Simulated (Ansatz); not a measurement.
Results of PBE-D3(BJ) (PAW; Ansatz, a quantum-chemistry and plane-wave program) for tetradymite Sb2Te3.

Settings: plane-wave cutoff 500 eV, 10×10×10 k mesh, Fermi–Dirac smearing 0.05 eV, scalar-relativistic PAW data made under PBE.

Computed at the level's own relaxed cell.

What does this level give for the volume per atom, lattice parameter a and c axis length?


* **volume per atom**: 31.48 Å³/atom
* **lattice parameter a**: 4.275 Å
* **c axis length**: 29.832 Å

Measured, for comparison: lattice constant a 4.264 Å (302 K, not corrected to a static lattice, our sources range from 4.256 to 4.264; as tabulated in Anderson, Krause, Acta Cryst. B 30, 1307 (1974), by the American Mineralogist …); lattice parameter c 30.458 Å (302 K, not corrected to a static lattice, our sources range from 30.363 to 30.458; as tabulated in Anderson, Krause, Acta Cryst. B 30, 1307 (1974), by the American Mineralogist …). Computed (rounded) less measured: lattice constant a +0.3 % (+0.3 % to +0.4 % over the range), lattice parameter c -2.1 % (-1.7 % to -2.1 % over the range).

Spin–orbit coupling is not included.

Static lattice: no zero-point or thermal effects.

It cost about 7 core-minutes (a rough figure) of CPU time.
